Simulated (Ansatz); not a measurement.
# Re in Ansatz: convergence with ecutfock ratio

Input of the first run (ecutfock ratio 1); the others differ in this setting and in those tied to it:

input.yaml

```yaml
crystal:
  lattice:
    - [2.7608, 0.0, 0.0]
    - [-1.3804, 2.3909229348, 0.0]
    - [0.0, 0.0, 4.4582]
  atoms:
    - { symbol: Re, position: [0.6666666667, 0.3333333333, 0.75] }
    - { symbol: Re, position: [0.3333333333, 0.6666666667, 0.25] }
hamiltonian:
  xc: pbe0
  pseudopotentials: { kind: nc, accuracy: standard }
kpoints:
  mp_grid: { grid: [6, 6, 3] }
scf:
  occupations: { method: fermi_dirac, width: 0.05 }
  exx: { ecutfock_ratio: 1 }
output:
  forces: true
  stress: true
  eigenvalues: true
```

Potentials or basis: PseudoDojo standard (PBE files).

Command:

```bash
$ ansatz run input.yaml --threads 2 --pin off --max-ram 5632MiB --backend cpu --events-out ev --progress --plain --runs-dir out
```

Hardware: 2 threads of Arm Neoverse V1, on a shared host.

```csv
ecutfock ratio,"energy less the tightest run, at zero smearing (meV/atom)",SCF cycles,CPU time (s),peak memory (GiB)
1,-0.02,26,35,0.85
2,0.00,26,52,0.97
3,0.00,27,56,1
4,0.00,26,54,1
```

Against the tightest run, the energy stays within 1 meV/atom from 1 on. The tightest run that finished is the yardstick and may itself not be fully converged.

Caveat, for the tightest run too: the k mesh is coarse (spacing up to 0.47 Å⁻¹), so the values aren't converged, least of all with exact exchange. The run has no spin-orbit coupling, so splittings on Re are missing.
